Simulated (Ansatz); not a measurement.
Input, command and steps of an Ansatz relaxation.

```yaml
crystal:
  lattice:
    - [5.3598438608, 0.0, 5.3598438608]
    - [5.3598438608, 5.3598438608, 0.0]
    - [0.0, 5.3598438608, 5.3598438608]
  atoms:
    - { symbol: Co, position: [0.9996072327, 0.9970884385, 0.5035006309], spin: 3.0 }
    - { symbol: Co, position: [0.0061093023, 0.4964755139, 0.499918353], spin: 3.0 }
    - { symbol: Co, position: [0.4975077664, 0.0015092334, 0.5022266209], spin: 3.0 }
    - { symbol: Co, position: [0.4965949047, 0.496806775, 0.5047449773], spin: 3.0 }
    - { symbol: Co, position: [0.9963279591, 0.9964144659, 0.0012135587], spin: 3.0 }
    - { symbol: Co, position: [0.002364798, 0.4949229248, 0.9991104946], spin: 3.0 }
    - { symbol: Co, position: [0.4950925657, 0.9992484257, 0.0041905236], spin: 3.0 }
    - { symbol: Co, position: [0.5008291859, 0.4964711052, 0.9998372932], spin: 3.0 }
    - { symbol: Si, position: [0.1281960912, 0.6205762133, 0.1273325011] }
    - { symbol: Si, position: [0.6226140062, 0.1297886928, 0.1240679089] }
    - { symbol: Si, position: [0.6208412042, 0.6293094975, 0.1232853037] }
    - { symbol: Si, position: [0.1298500345, 0.1201113904, 0.6252083433] }
    - { symbol: Si, position: [0.1301357866, 0.6227531777, 0.6232716625] }
    - { symbol: Si, position: [0.6245986318, 0.6314961622, 0.6224857225] }
    - { symbol: Si, position: [0.3738210773, 0.378956267, 0.3726710754] }
    - { symbol: Si, position: [0.3771346033, 0.8790547258, 0.3733914591] }
    - { symbol: Si, position: [0.8743606483, 0.3751967193, 0.3749013344] }
    - { symbol: Si, position: [0.8766514296, 0.8731652801, 0.3696153462] }
    - { symbol: Si, position: [0.3727569746, 0.3748713861, 0.8760760133] }
    - { symbol: Si, position: [0.8750105825, 0.3734578248, 0.8771228135] }
    - { symbol: Si, position: [0.8735458919, 0.8746708636, 0.8738233085] }
  symmetry: { detect: false }
basis:
  ecutwfc: 420
kpoints:
  mp_grid: { grid: [2, 2, 2], shift: [0.5, 0.5, 0.5] }
hamiltonian:
  xc: pbe
scf:
  occupations: { method: gaussian, width: 0.1 }
  lower_state_search: "off"
output:
  forces: true
  stress: true
  eigenvalues: true
  populations: true
magnetization:
  spin_polarized: true
relax:
  adjacent_minimum: "off"
  f_tol: 0.04
  max_steps: 50
  cell: { stress_tol: 0.3 }
```

```bash
ansatz run input.yaml --threads 4 --pin off --max-ram 9216MiB --backend cpu --events-out ev --progress --plain --runs-dir out
```

Theory: DFT PBE, scalar-relativistic, plane waves, PAW in Ansatz 0.2.0.

Of 8 frames 8 are shown, positions in Å and forces in eV/Å; the SCF threshold varies from step to step. Steps run on the plane waves of an earlier cell, with a Pulay correction in the pressure. The basis is chosen afresh for the last frame, the zero of the energies, and can be on the way; energy and pressure step there, also at an unchanged geometry.

```xyz
21
Lattice="5.3598 0.0000 5.3598 5.3598 5.3598 0.0000 0.0000 5.3598 5.3598" Properties=species:S:1:pos:R:3:forces:R:3 pbc="T T T" step=1 free_energy_over_end_meV_per_atom=20.18 pressure_GPa=-4.27
Co   10.7020    8.0429    8.0564   -0.0830   -0.2270   -0.5550
Co    2.6938    5.3405    2.7122   -0.3280    0.2550   -0.2720
Co    2.6747    2.6999    5.3584    0.3040   -0.1710    0.0150
Co    5.3245    5.3682    5.3670    0.4270   -0.3100    0.2150
Co   10.6808    5.3471    5.3467    0.1540   -0.0870   -0.1330
Co    2.6654    8.0078    5.3678   -0.2060    0.1810    0.0240
Co    8.0094    5.3783    2.6761    0.3490    0.1040    0.1140
Co    5.3454    8.0200    8.0433    0.5720    0.3560   -0.2510
Si    4.0133    4.0087    1.3696   -0.2230    0.1460   -0.1090
Si    4.0328    1.3606    4.0021   -0.1970   -0.2190    0.1370
Si    6.7006    4.0338    3.9884   -0.2000   -0.2550    0.4000
Si    1.3398    3.9948    4.0470    0.0060    0.3330   -0.3010
Si    4.0354    6.6785    4.0381   -0.3310    0.0890   -0.1600
Si    6.7325    6.7211    6.6842   -0.0520   -0.4310    0.4270
Si    4.0348    4.0286    4.0011   -0.0540   -0.0990    0.0510
Si    6.7330    6.7129    4.0227   -0.2370   -0.0250    0.1510
Si    6.6974    4.0204    6.6958    0.2600    0.2930   -0.0170
Si    9.3787    6.6611    6.6798   -0.2040    0.0790    0.3970
Si    4.0072    6.7049    6.6936    0.1350    0.0400   -0.0620
Si    6.6916    6.7029    9.3912    0.0740   -0.2090   -0.2790
Si    9.3702    9.3717    9.3656   -0.1660    0.1570    0.2080
21
Lattice="5.3352 -0.0121 5.3011 5.3193 5.3177 0.0037 -0.0145 5.3359 5.3035" Properties=species:S:1:pos:R:3:forces:R:3 pbc="T T T" step=2 free_energy_over_end_meV_per_atom=8.25 pressure_GPa=-1.90
Co   10.6204    7.9744    7.9417   -0.0630   -0.1980   -0.4080
Co    2.6611    5.3102    2.6812   -0.2120    0.1470   -0.2060
Co    2.6560    2.6781    5.3094    0.2260   -0.0350    0.0560
Co    5.2830    5.3126    5.3258    0.2120   -0.2280    0.1870
Co   10.6341    5.2959    5.2976    0.1790   -0.0540   -0.0140
Co    2.6172    7.9569    5.3227   -0.1430    0.0700    0.0970
Co    7.9638    5.3311    2.6519    0.2240    0.0410   -0.0410
Co    5.3253    7.9958    7.9420    0.4440    0.3370   -0.2870
Si    3.9738    3.9882    1.3497   -0.1130    0.0920   -0.0550
Si    4.0174    1.3468    3.9623   -0.1950   -0.1590    0.0880
Si    6.6569    3.9926    3.9739   -0.1210   -0.1400    0.2340
Si    1.3195    3.9764    3.9913   -0.0120    0.2100   -0.1480
Si    3.9856    6.6373    3.9985   -0.2080    0.0660   -0.1060
Si    6.6803    6.6501    6.6322   -0.0220   -0.2520    0.2620
Si    4.0022    3.9932    3.9568   -0.0630   -0.0910    0.0540
Si    6.6641    6.6608    3.9828   -0.1150   -0.0200    0.0770
Si    6.6681    3.9949    6.6228    0.1360    0.1710    0.0420
Si    9.3078    6.6020    6.6166   -0.1400    0.0790    0.2370
Si    3.9837    6.6717    6.6229    0.0630   -0.0040   -0.0030
Si    6.6449    6.6512    9.2720    0.0280   -0.1640   -0.1640
Si    9.2986    9.3047    9.2745   -0.1070    0.1320    0.0960
21
Lattice="5.3058 -0.0197 5.2311 5.2792 5.2743 0.0069 -0.0290 5.3102 5.2404" Properties=species:S:1:pos:R:3:forces:R:3 pbc="T T T" step=3 free_energy_over_end_meV_per_atom=1.67 pressure_GPa=0.53
Co   10.5239    7.8879    7.7907    0.0690    0.0100    0.0580
Co    2.6193    5.2785    2.6398    0.0310   -0.1120    0.0270
Co    2.6421    2.6663    5.2597    0.0260    0.0250   -0.0210
Co    5.2312    5.2387    5.2937   -0.0770   -0.0410    0.0330
Co   10.6043    5.2538    5.2497    0.0260    0.0230    0.0310
Co    2.5558    7.8959    5.2924   -0.0200   -0.0680    0.0750
Co    7.9250    5.2783    2.6001   -0.0080   -0.0240    0.0240
Co    5.3405    8.0116    7.7940    0.1310    0.1540   -0.2180
Si    3.9290    3.9812    1.3203    0.0700   -0.0440    0.0350
Si    3.9990    1.3382    3.9053   -0.0680   -0.0290    0.0370
Si    6.6153    3.9571    3.9683    0.0140    0.0390   -0.0710
Si    1.2901    3.9576    3.9237   -0.0440   -0.0240    0.0800
Si    3.9205    6.5933    3.9557    0.0510    0.0410   -0.0060
Si    6.6281    6.5685    6.5705   -0.0630    0.1390   -0.1120
Si    3.9638    3.9497    3.9018   -0.0100    0.0000    0.0120
Si    6.5923    6.6000    3.9389   -0.0170    0.0020   -0.0730
Si    6.6329    3.9718    6.5545   -0.0740   -0.1070    0.0630
Si    9.2189    6.5456    6.5426   -0.0180   -0.0120   -0.0390
Si    3.9718    6.6435    6.5506   -0.0070    0.0100    0.0460
Si    6.5909    6.5980    9.1236   -0.0250    0.0340    0.1210
Si    9.2220    9.2450    9.1721    0.0120   -0.0160   -0.1010
21
Lattice="5.3052 -0.0216 5.2524 5.2731 5.2677 0.0105 -0.0273 5.3054 5.2580" Properties=species:S:1:pos:R:3:forces:R:3 pbc="T T T" step=4 free_energy_over_end_meV_per_atom=0.73 pressure_GPa=0.12
Co   10.5214    7.8671    7.8330   -0.0060   -0.0170    0.0600
Co    2.6103    5.2670    2.6506   -0.0210   -0.0200    0.0120
Co    2.6485    2.6631    5.2695    0.0330    0.0070   -0.0030
Co    5.2192    5.2220    5.3231   -0.0390   -0.0310    0.0220
Co   10.5957    5.2515    5.2746    0.0220    0.0440   -0.0060
Co    2.5497    7.8808    5.3235   -0.0240   -0.0350    0.0270
Co    7.9249    5.2691    2.6215   -0.0090   -0.0150   -0.0170
Co    5.3648    8.0287    7.7961    0.0640    0.0660   -0.0840
Si    3.9261    3.9765    1.3254    0.0140   -0.0080    0.0070
Si    4.0022    1.3406    3.9160   -0.0320   -0.0240    0.0070
Si    6.6151    3.9537    3.9910    0.0100    0.0080   -0.0130
Si    1.2836    3.9518    3.9472   -0.0040   -0.0010    0.0220
Si    3.9155    6.5840    3.9753    0.0070   -0.0110    0.0190
Si    6.6225    6.5656    6.5845   -0.0040    0.0260   -0.0240
Si    3.9658    3.9437    3.9079    0.0100    0.0200   -0.0260
Si    6.5839    6.5863    3.9557    0.0110   -0.0140   -0.0220
Si    6.6199    3.9540    6.5909   -0.0210   -0.0180    0.0050
Si    9.2081    6.5372    6.5706   -0.0290   -0.0200   -0.0040
Si    3.9753    6.6413    6.5832    0.0150    0.0170    0.0350
Si    6.5855    6.5984    9.1591    0.0080    0.0270    0.0010
Si    9.2183    9.2289    9.2074   -0.0060   -0.0010   -0.0180
21
Lattice="5.3010 -0.0305 5.2765 5.2500 5.2453 0.0206 -0.0343 5.3001 5.2803" Properties=species:S:1:pos:R:3:forces:R:3 pbc="T T T" step=5 free_energy_over_end_meV_per_atom=0.09 pressure_GPa=-0.14
Co   10.4847    7.8164    7.9087   -0.0180    0.0060    0.0140
Co    2.5821    5.2474    2.6643   -0.0030    0.0350   -0.0160
Co    2.6620    2.6565    5.2787    0.0090   -0.0340   -0.0100
Co    5.1853    5.1833    5.3684    0.0190   -0.0280    0.0040
Co   10.5711    5.2435    5.3025   -0.0440    0.0210   -0.0140
Co    2.5168    7.8491    5.3720   -0.0290    0.0270    0.0000
Co    7.9042    5.2340    2.6418   -0.0100    0.0030    0.0280
Co    5.3836    8.0486    7.7908    0.0020    0.0090   -0.0050
Si    3.9079    3.9677    1.3295   -0.0130    0.0000   -0.0250
Si    4.0015    1.3385    3.9196   -0.0040   -0.0270    0.0290
Si    6.6019    3.9351    4.0300   -0.0310   -0.0410    0.0050
Si    1.2698    3.9437    3.9813   -0.0010   -0.0200    0.0160
Si    3.8858    6.5535    4.0159   -0.0240   -0.0340    0.0370
Si    6.6024    6.5441    6.6035    0.0060   -0.0290    0.0090
Si    3.9623    3.9319    3.9026    0.0320    0.0330   -0.0110
Si    6.5613    6.5470    3.9841    0.0020    0.0270    0.0030
Si    6.5876    3.9191    6.6389   -0.0060    0.0030   -0.0280
Si    9.1752    6.5090    6.6105    0.0210    0.0120   -0.0120
Si    3.9702    6.6349    6.6269    0.0370    0.0290    0.0030
Si    6.5659    6.5951    9.1852    0.0320    0.0220   -0.0420
Si    9.1832    9.1954    9.2634    0.0240   -0.0130    0.0140
21
Lattice="5.2962 -0.0429 5.2948 5.2254 5.2218 0.0279 -0.0451 5.2948 5.2970" Properties=species:S:1:pos:R:3:forces:R:3 pbc="T T T" step=6 free_energy_over_end_meV_per_atom=-0.13 pressure_GPa=-0.11
Co   10.4436    7.7716    7.9664   -0.0050    0.0100    0.0110
Co    2.5610    5.2328    2.6689    0.0200    0.0420    0.0200
Co    2.6698    2.6446    5.2850   -0.0150    0.0100   -0.0040
Co    5.1567    5.1467    5.4023   -0.0130    0.0040   -0.0090
Co   10.5399    5.2248    5.3187   -0.0020   -0.0080   -0.0150
Co    2.4795    7.8235    5.4069   -0.0040   -0.0120   -0.0200
Co    7.8765    5.2006    2.6699   -0.0060    0.0010   -0.0320
Co    5.3786    8.0485    7.7892    0.0020   -0.0090    0.0290
Si    3.8880    3.9560    1.3288   -0.0200    0.0000   -0.0240
Si    3.9995    1.3307    3.9273   -0.0250   -0.0340    0.0190
Si    6.5773    3.9052    4.0596   -0.0090   -0.0140    0.0120
Si    1.2593    3.9354    4.0084    0.0160   -0.0020    0.0110
Si    3.8539    6.5229    4.0521   -0.0330   -0.0300    0.0250
Si    6.5805    6.5164    6.6197    0.0070   -0.0340    0.0050
Si    3.9561    3.9212    3.8976    0.0120    0.0130    0.0010
Si    6.5311    6.5160    4.0074    0.0280    0.0000    0.0210
Si    6.5581    3.8866    6.6717    0.0110    0.0170   -0.0230
Si    9.1505    6.4822    6.6367    0.0150    0.0100   -0.0310
Si    3.9565    6.6224    6.6574    0.0080    0.0090    0.0000
Si    6.5464    6.5825    9.1974    0.0180    0.0050   -0.0200
Si    9.1456    9.1548    9.3071   -0.0050    0.0230    0.0250
21
Lattice="5.2910 -0.0496 5.3060 5.2085 5.2063 0.0330 -0.0508 5.2901 5.3073" Properties=species:S:1:pos:R:3:forces:R:3 pbc="T T T" step=7 free_energy_over_end_meV_per_atom=-0.22 pressure_GPa=-0.03
Co   10.4180    7.7486    8.0036   -0.0030   -0.0040   -0.0130
Co    2.5559    5.2278    2.6729    0.0150    0.0160   -0.0160
Co    2.6695    2.6417    5.2935   -0.0090   -0.0140   -0.0030
Co    5.1362    5.1269    5.4216    0.0140   -0.0020    0.0100
Co   10.5190    5.2073    5.3285   -0.0120   -0.0120   -0.0080
Co    2.4570    7.8047    5.4242   -0.0060    0.0100    0.0030
Co    7.8488    5.1763    2.6761    0.0070    0.0060    0.0270
Co    5.3679    8.0384    7.7984   -0.0040   -0.0070    0.0070
Si    3.8746    3.9457    1.3280   -0.0090   -0.0050    0.0020
Si    3.9871    1.3176    3.9357    0.0210    0.0180   -0.0130
Si    6.5579    3.8863    4.0776   -0.0100   -0.0090    0.0060
Si    1.2586    3.9318    4.0229    0.0120    0.0130   -0.0130
Si    3.8344    6.5040    4.0753   -0.0040    0.0030    0.0050
Si    6.5656    6.4965    6.6321   -0.0040   -0.0150    0.0140
Si    3.9505    3.9130    3.8984   -0.0080   -0.0050    0.0020
Si    6.5154    6.4958    4.0249   -0.0230    0.0070   -0.0030
Si    6.5430    3.8720    6.6892    0.0100    0.0120    0.0090
Si    9.1391    6.4692    6.6481    0.0100    0.0100   -0.0120
Si    3.9440    6.6123    6.6757   -0.0020    0.0010    0.0020
Si    6.5325    6.5706    9.2065   -0.0050   -0.0080   -0.0020
Si    9.1163    9.1335    9.3338    0.0080   -0.0140   -0.0020
21
Lattice="5.2910 -0.0496 5.3060 5.2085 5.2063 0.0330 -0.0508 5.2901 5.3073" Properties=species:S:1:pos:R:3:forces:R:3 pbc="T T T" step=8 free_energy_over_end_meV_per_atom=0.00 pressure_GPa=-0.05
Co   10.4180    7.7486    8.0036   -0.0030   -0.0040   -0.0130
Co    2.5559    5.2278    2.6729    0.0160    0.0160   -0.0160
Co    2.6695    2.6417    5.2935   -0.0090   -0.0140   -0.0030
Co    5.1362    5.1269    5.4216    0.0140   -0.0020    0.0100
Co   10.5190    5.2073    5.3285   -0.0120   -0.0120   -0.0080
Co    2.4570    7.8047    5.4242   -0.0060    0.0100    0.0030
Co    7.8488    5.1763    2.6761    0.0070    0.0060    0.0270
Co    5.3679    8.0384    7.7984   -0.0040   -0.0070    0.0070
Si    3.8746    3.9457    1.3280   -0.0090   -0.0050    0.0020
Si    3.9871    1.3176    3.9357    0.0210    0.0180   -0.0130
Si    6.5579    3.8863    4.0776   -0.0100   -0.0090    0.0060
Si    1.2586    3.9318    4.0229    0.0120    0.0130   -0.0130
Si    3.8344    6.5040    4.0753   -0.0040    0.0020    0.0050
Si    6.5656    6.4965    6.6321   -0.0040   -0.0150    0.0140
Si    3.9505    3.9130    3.8984   -0.0080   -0.0050    0.0020
Si    6.5154    6.4958    4.0249   -0.0230    0.0070   -0.0030
Si    6.5430    3.8720    6.6892    0.0100    0.0120    0.0090
Si    9.1391    6.4692    6.6481    0.0100    0.0100   -0.0120
Si    3.9440    6.6123    6.6757   -0.0020    0.0010    0.0020
Si    6.5325    6.5706    9.2065   -0.0050   -0.0080   -0.0020
Si    9.1163    9.1335    9.3338    0.0080   -0.0140   -0.0020
```

The run took 2.5 min on 4 threads of Intel(R) Xeon(R) Platinum 8375C CPU @ 2.90GHz (Ice Lake), on a shared host, peak memory 1.3 GiB.

The k mesh is coarse.